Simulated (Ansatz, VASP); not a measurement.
# W: VASP beside Ansatz

File POSCAR:

```
W
1.0
    3.2536682570      1.8785062441      5.5488128798
   -3.2536682570      1.8785062441      5.5488128798
    0.0000000000     -3.7570124880      5.5488128798
W
12
Direct
    0.0101900000      0.6536100000      0.0101900000
    0.0101900000      0.0101900000      0.6536100000
    0.6536100000      0.0101900000      0.0101900000
    0.9898100000      0.3463900000      0.9898100000
    0.3463900000      0.9898100000      0.9898100000
    0.9898100000      0.9898100000      0.3463900000
    0.2211800000      0.6306000000      0.2211800000
    0.2211800000      0.2211800000      0.6306000000
    0.6306000000      0.2211800000      0.2211800000
    0.7788200000      0.3694000000      0.7788200000
    0.3694000000      0.7788200000      0.7788200000
    0.7788200000      0.7788200000      0.3694000000
```

The input INCAR.step1:

```
PREC = Accurate
ENCUT = 520
ISMEAR = 0
SIGMA = 0.1
LREAL = F
LASPH = T
NELM = 100
NBANDS = 96
GGA = PE
ALGO = Normal
EDIFF = 1E-4
LWAVE = T
LCHARG = F
```

File INCAR.step2:

```
PREC = Accurate
ENCUT = 520
EDIFF = 1E-6
ISMEAR = 0
SIGMA = 0.1
LREAL = F
LASPH = T
NELM = 100
ALGO = Normal
ISIF = 2
LWAVE = F
LCHARG = F
METAGGA = R2SCAN
LMIXTAU = T
NBANDS = 96
ISTART = 1
```

KPOINTS

```
regular mesh
0
Gamma
  3 3 3
```

Input for Ansatz:

```yaml
crystal:
  lattice:
    - [3.253668257, 1.8785062441, 5.5488128798]
    - [-3.253668257, 1.8785062441, 5.5488128798]
    - [0.0, -3.757012488, 5.5488128798]
  atoms:
    - { symbol: W, position: [0.01019, 0.65361, 0.01019] }
    - { symbol: W, position: [0.01019, 0.01019, 0.65361] }
    - { symbol: W, position: [0.65361, 0.01019, 0.01019] }
    - { symbol: W, position: [0.98981, 0.34639, 0.98981] }
    - { symbol: W, position: [0.34639, 0.98981, 0.98981] }
    - { symbol: W, position: [0.98981, 0.98981, 0.34639] }
    - { symbol: W, position: [0.22118, 0.6306, 0.22118] }
    - { symbol: W, position: [0.22118, 0.22118, 0.6306] }
    - { symbol: W, position: [0.6306, 0.22118, 0.22118] }
    - { symbol: W, position: [0.77882, 0.3694, 0.77882] }
    - { symbol: W, position: [0.3694, 0.77882, 0.77882] }
    - { symbol: W, position: [0.77882, 0.77882, 0.3694] }
basis:
  ecutwfc: 500
kpoints:
  mp_grid: { grid: [3, 3, 3] }
hamiltonian:
  xc: r2scan
scf:
  occupations: { method: gaussian, width: 0.1 }
  lower_state_search: "off"
output:
  forces: true
  stress: true
  eigenvalues: true
```

Alike in both runs: task single point; functional r2SCAN; k mesh 3 × 3 × 3; occupations gaussian, width 0.1 eV; no spin polarisation.

|  | VASP | Ansatz |
| --- | --- | --- |
| version | VASP 6.6.1 | Ansatz 0.2.0 |
| potentials or method | VASP PAW PBE potentials, release 64 (W_sv) | scalar-relativistic, plane waves, PAW |
| plane-wave cutoff (eV) | 520 | 500 |
| valence electrons in the cell | 168 | 168 |

Ansatz gave:

| Property | Result |
| --- | --- |
| gap on the k mesh at the Fermi level (eV) | none |
| rms of the force components (eV/Å) | 4.030 |

Problem. What did VASP give for the same quantities?

Solution. gap on the k mesh at the Fermi level (eV): none; rms of the force components (eV/Å): 4.207.

Atom by atom the forces differ by 0.188 eV/Å (rms over components). A gap of «none» marks a metal or a gap that the smearing closes.

Caveats: the k mesh is coarse (spacing up to 0.39 Å⁻¹), so the values aren't converged; the PAW data sets were made with another functional, which shifts forces and pressure a little (VASP). Spin-orbit coupling is left out, which matters for the levels of W.
